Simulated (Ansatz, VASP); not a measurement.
Two plane-wave programs on ZnO

```
Zn O
1.0
     3.24940    0.00000    0.00000
    -1.62470    2.81406    0.00000
     0.00000    0.00000    5.20380
Zn O
2 2
Direct
  0.33333 0.66667 0.00000
  0.66667 0.33333 0.50000
  0.33333 0.66667 0.38210
  0.66667 0.33333 0.88210
```

Alike in both runs: task relaxation of cell and atoms; functional PBE; k mesh 6 × 6 × 4; occupations gaussian, width 0.1 eV; no spin polarisation.

|  | VASP | Ansatz |
| --- | --- | --- |
| version | VASP 6.6.1 | Ansatz 0.2.0 |
| potentials or method | VASP PAW PBE potentials, release 64 (Zn, O) | scalar-relativistic, plane waves, PAW |
| plane-wave cutoff (eV) | 600 | 420 |
| valence electrons in the cell | 36 | 36 |

|  | VASP | Ansatz | Ansatz less VASP |
| --- | --- | --- | --- |
| gap on the k mesh at the Fermi level, each at its own relaxed structure (eV) | 0.73 | 0.75 | +0.021 |
| relaxed volume (Å³/atom) | 12.40 | 12.29 | -0.101 |
| relaxed cell length with the largest relative difference (Å) | 3.294 | 3.278 | -0.0154 |
| energy change over the relaxation (meV/atom) | -9 | -6 | +2.3 |

PBE gaps usually lie below the measured ones, often by a third to a half. PBE usually gives volumes a little too large and moduli too small. Zero-point motion and thermal expansion aren't in these numbers.
